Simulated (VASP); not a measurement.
Wanted: the native input for a VASP 6.6.1 run.

* Task: relaxation of cell and atoms
* Functional: rev-vdW-DF2
* Potentials or basis: VASP PAW PBE potentials, release 64 (C)
* Cutoff: 600 eV
* k mesh: 12 × 12 × 4
* Occupations: gaussian, width 0.03 eV
* Spin: no spin polarisation
* Further INCAR settings: ALGO = Normal; EDIFF = 1e-06; IBRION = 2; EDIFFG = -0.01; NSW = 90; ISIF = 3

The structure of C lies in POSCAR:

```
C
1.0
    2.4672912600      0.0000000000      0.0000000000
   -1.2336456300      2.1367369100      0.0000000000
    0.0000000000      0.0000000000      7.8030730000
C
4
Direct
    0.0000000000      0.0000000000      0.2500000000
    0.0000000000      0.0000000000      0.7500000000
    0.3333333300      0.6666666700      0.2500000000
    0.6666666700      0.3333333300      0.7500000000
```

One way to write it, as run:

INCAR

```
SYSTEM = C
AGGAC = 0.0 ; ALGO = Normal
EDIFF = 1E-6 ; EDIFFG = -0.01
ENCUT = 600 ; GGA = MK
IBRION = 2 ; ISIF = 3
ISMEAR = 0 ; LASPH = .True.
LCHARG = .False. ; LREAL = .False.
LUSE_VDW = .True. ; LWAVE = .False.
NELM = 80 ; NSW = 90
PARAM1 = 0.1234 ; PARAM2 = 0.711357
PREC = Accurate ; SIGMA = 0.03
ZAB_VDW = -1.8867
```

KPOINTS

```
k-points
0
Gamma
  12 12 4
  0 0 0
```

Potentials or basis: VASP PAW PBE potentials, release 64 (C).

The run is started by

```sh
$ cat potpaw_PBE.64/C/POTCAR > POTCAR
$ mpirun -np 1 vasp_std > vasp.out
```

Results of the run:

```json
{
  "Relaxed volume": "8.61 Å³/atom",
  "Relaxed cell": "a = 2.464 Å, b = 2.464 Å, c = 6.551 Å, α = 90.00°, β = 90.00°, γ = 120.00°",
  "Space group after relaxing (to 0.05 Å)": "P6_3/mmc (No. 194)",
  "Energy gained by relaxing": "20.3 meV/atom",
  "Ionic steps": "15",
  "Pressure after relaxing": "0.1 GPa",
  "Band gap on the k mesh": "none (metal or under the smearing width)"
}
```

Caveat: the volume moved by over 15 % at a fixed basis, so the end points are rough; the PAW data sets were made with another functional, which shifts forces and pressure a little.

It took 8.2 min on 1 thread of Intel(R) Xeon(R) Platinum 8559C (Emerald Rapids), on a shared host, peak memory 0.35 GiB.
